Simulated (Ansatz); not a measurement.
Wanted: the native input for an Ansatz 0.2.0 run.

| Quantity | Value |
| --- | --- |
| Task | relaxation of cell and atoms |
| Functional | LDA |
| Potentials or basis | Ansatz PAW |
| Cutoff | 420 eV (not typed: the program's choice for these potentials) |
| k mesh | 6 × 6 × 8 |
| Occupations | fermi-dirac, width 0.05 eV |
| Spin | no spin polarisation |

The system is PbO2.

```
Pb O
1.0
     4.99496    0.00000    0.00000
     0.00000    4.99496    0.00000
     0.00000    0.00000    3.40900
Pb O
2 4
Cartesian
  2.4975 2.4975 1.7045
  0.0000 0.0000 0.0000
  3.4594 3.4594 0.0000
  4.0331 0.9619 1.7045
  0.9619 4.0331 1.7045
  1.5356 1.5356 0.0000
```

The cell is a database's computed one.

The input as run:

input.yaml

```yaml
crystal:
  lattice:
    - [4.99495987, 0.0, 0.0]
    - [0.0, 4.99495987, 0.0]
    - [0.0, 0.0, 3.40900096]
  atoms:
    - { symbol: Pb, position: [0.5, 0.5, 0.5] }
    - { symbol: Pb, position: [0.0, 0.0, 0.0] }
    - { symbol: O, position: [0.69257104, 0.69257104, 0.0] }
    - { symbol: O, position: [0.80742896, 0.19257104, 0.5] }
    - { symbol: O, position: [0.19257104, 0.80742896, 0.5] }
    - { symbol: O, position: [0.30742896, 0.30742896, 0.0] }
hamiltonian:
  xc: lda
  pseudopotentials: { kind: paw }
kpoints:
  mp_grid: { grid: [6, 6, 8] }
scf:
  occupations: { method: fermi_dirac, width: 0.05 }
output:
  forces: true
  stress: true
  eigenvalues: true
relax:
  f_tol: 0.01
  max_steps: 40
  cell: { stress_tol: 0.05 }
```

Potentials or basis: Ansatz PAW.

Run with:

```sh
$ ansatz run input.yaml --threads 2 --pin off --max-ram 5632MiB --backend cpu --events-out ev --progress --plain --runs-dir out
```

It gave:

```json
{
  "Relaxed volume": "13.77 Å³/atom",
  "Relaxed cell": "a = 4.937 Å, b = 4.937 Å, c = 3.389 Å, α = 90.00°, β = 90.00°, γ = 90.00°",
  "Space group after relaxing (to 0.05 Å)": "P4_2/mnm (No. 136)",
  "Energy gained by relaxing": "5.0 meV/atom",
  "Ionic steps": "8",
  "Pressure after relaxing": "0.0 GPa",
  "Band gap on the k mesh": "0.11 eV, indirect (least direct gap 0.17 eV)"
}
```

Caveat: the plane-wave basis is chosen anew once the cell has moved, so the energies of steps on either side of that aren't comparable; the pressure holds a Pulay correction of +0.8 GPa for the finite cutoff; spin-orbit coupling is left out, which as a rule narrows the gap of such compounds by several tenths of an eV; the PAW data sets come from PBE, with cores solved anew for the run's functional, which leaves a small shift of forces and pressure.

Run time: 57 s on 2 threads of Intel(R) Xeon(R) Processor @ 2.50GHz (Skylake/Cascade Lake), on a shared host, peak memory 0.45 GiB.
